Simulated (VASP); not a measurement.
A run of VASP 6.6.1:

Contents of INCAR:

```
PREC     = Accurate       # precision mode
ENCUT    = 520            # plane-wave cutoff, eV
EDIFF    = 1E-7           # SCF threshold, eV
ISMEAR   = 1              # smearing method
SIGMA    = 0.1            # smearing width, eV
LREAL    = Auto         
LASPH    = T              # aspherical terms in the spheres
NELM     = 80             # most SCF steps
ALGO     = Normal         # electronic algorithm
ISIF     = 2              # what is computed and relaxed
LWAVE    = F              # write WAVECAR
LCHARG   = F              # write CHGCAR
GGA      = CA             # functional
IBRION   = 6              # ionic algorithm
NFREE    = 2            
POTIM    = 0.015          # step
NSW      = 1              # ionic steps
LPHON_DISPERSION= T            
PHON_NWRITE= -3
```

File KPOINTS:

```
Automatic mesh
0
Gamma
  3 3 3
```

Contents of POSCAR:

```
Ca
1.0
    0.0000000000      8.3826000000      8.3826000000
    8.3826000000      0.0000000000      8.3826000000
    8.3826000000      8.3826000000      0.0000000000
Ca
27
Direct
    0.0000000000      0.0000000000      0.0000000000
    0.0000000000      0.0000000000      0.3333333333
    0.0000000000      0.0000000000      0.6666666667
    0.0000000000      0.3333333333      0.0000000000
    0.0000000000      0.3333333333      0.3333333333
    0.0000000000      0.3333333333      0.6666666667
    0.0000000000      0.6666666667      0.0000000000
    0.0000000000      0.6666666667      0.3333333333
    0.0000000000      0.6666666667      0.6666666667
    0.3333333333      0.0000000000      0.0000000000
    0.3333333333      0.0000000000      0.3333333333
    0.3333333333      0.0000000000      0.6666666667
    0.3333333333      0.3333333333      0.0000000000
    0.3333333333      0.3333333333      0.3333333333
    0.3333333333      0.3333333333      0.6666666667
    0.3333333333      0.6666666667      0.0000000000
    0.3333333333      0.6666666667      0.3333333333
    0.3333333333      0.6666666667      0.6666666667
    0.6666666667      0.0000000000      0.0000000000
    0.6666666667      0.0000000000      0.3333333333
    0.6666666667      0.0000000000      0.6666666667
    0.6666666667      0.3333333333      0.0000000000
    0.6666666667      0.3333333333      0.3333333333
    0.6666666667      0.3333333333      0.6666666667
    0.6666666667      0.6666666667      0.0000000000
    0.6666666667      0.6666666667      0.3333333333
    0.6666666667      0.6666666667      0.6666666667
```

QPOINTS

```
path GXWKGLUWLK,UX
8
line-mode
reciprocal
 0.0000000000  0.0000000000  0.0000000000  G
 0.5000000000  0.0000000000  0.5000000000  X

 0.5000000000  0.0000000000  0.5000000000  X
 0.5000000000  0.2500000000  0.7500000000  W

 0.5000000000  0.2500000000  0.7500000000  W
 0.3750000000  0.3750000000  0.7500000000  K

 0.3750000000  0.3750000000  0.7500000000  K
 0.0000000000  0.0000000000  0.0000000000  G

 0.0000000000  0.0000000000  0.0000000000  G
 0.5000000000  0.5000000000  0.5000000000  L

 0.5000000000  0.5000000000  0.5000000000  L
 0.6250000000  0.2500000000  0.6250000000  U

 0.6250000000  0.2500000000  0.6250000000  U
 0.5000000000  0.2500000000  0.7500000000  W

 0.5000000000  0.2500000000  0.7500000000  W
 0.5000000000  0.5000000000  0.5000000000  L

 0.5000000000  0.5000000000  0.5000000000  L
 0.3750000000  0.3750000000  0.7500000000  K

 0.6250000000  0.2500000000  0.6250000000  U
 0.5000000000  0.0000000000  0.5000000000  X
```

Potentials or basis: VASP PAW LDA potentials, release 64 (Ca_sv).

The run is started by

```console
$ cat potpaw_LDA.64/Ca_sv/POTCAR > POTCAR
$ mpirun -np 4 vasp_std > vasp.out
```

Hardware: 4 MPI ranks on Intel(R) Xeon(R) Platinum 8259CL CPU @ 2.50GHz (Skylake/Cascade Lake), with other jobs on the host.

Task: Estimate the wall time of this run.

Result: It took 23 min on 4 MPI ranks on Intel(R) Xeon(R) Platinum 8259CL CPU @ 2.50GHz (Skylake/Cascade Lake), with other jobs on the host, peak memory 0.64 GiB a rank. Counts: scf iterations 26, k points 4.
